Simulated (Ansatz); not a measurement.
# Epitaxial strain in SiO2: moduli and critical thickness

Computed with DFT r2SCAN, scalar-relativistic, plane waves, PAW in Ansatz. Settings: 500 eV cutoff, 6×6×4 k-mesh, Gaussian smearing of 0.02 eV, no spin polarisation.

Reference structure (relaxed):

```
Si O
1.0
     4.94878    0.00000    0.00000
     0.00000    4.94878    0.00000
     0.00000    0.00000    7.31785
Si O
4 8
Direct
  0.00000 0.00000 0.00000
  0.00000 0.50000 0.25000
  0.50000 0.50000 0.50000
  0.50000 0.00000 0.75000
  0.09746 0.25000 0.12500
  0.25000 0.59746 0.37500
  0.75000 0.40254 0.37500
  0.90254 0.75000 0.12500
  0.59746 0.75000 0.62500
  0.75000 0.09746 0.87500
  0.25000 0.90254 0.87500
  0.40254 0.25000 0.62500
```

The a-b plane is strained alike in both directions, as on a substrate, while c and the atoms relax within the symmetry that the strain leaves. Stress is positive in compression; energies are free energies at the smearing used, per atom.

```csv
strain (%),c (Å),σ in plane (GPa),ΔE (meV/atom)
-3.0,7.3975,1.25,3.38
-1.5,7.3538,0.61,0.82
+0.0,7.3178,0.02,0.00
+1.5,7.2758,-0.65,0.93
```

Task: Get the biaxial modulus twice, from the stresses and from the energies of the innermost pair.

Result: From stress: M = −Δσ/Δε = (0.61 − (-0.65)) / 0.030 = 42 GPa. Two in-plane directions each store σε/2, so the energy density is Mε²: M = (mean ΔE)/(V ε²) = 0.87 meV / (14.935 Å³ × 0.015²) × 0.16022 GPa Å³/meV = 42 GPa. The two agree.

Task: How does c respond, and up to what thickness can a film with 1 % or 2 % misfit stay coherent on a thick substrate?

Result: c answers with ε_c = −0.36 ε. In an isotropic solid that ratio is 2ν/(1 − ν), so ν = r/(2 + r) = 0.15. A film of thickness h stores Mε²h per area, 4.2 mJ/m² per nm at 1 %. The Matthews–Blakeslee balance for pure edge misfit dislocations, h = b/(8πf(1 + ν)) × (ln(h/b) + 1), with b taken as the in-plane vector a = 4.95 Å, solved by iteration, gives 6.0 nm at f = 1 % and 2.1 nm at 2 %. This is an isotropic estimate in which the moduli cancel; the real Burgers vector, glide system, anisotropy and slow kinetics can shift it by a factor of a few, mostly upward.

This form isn't the usual stable structure of the compound.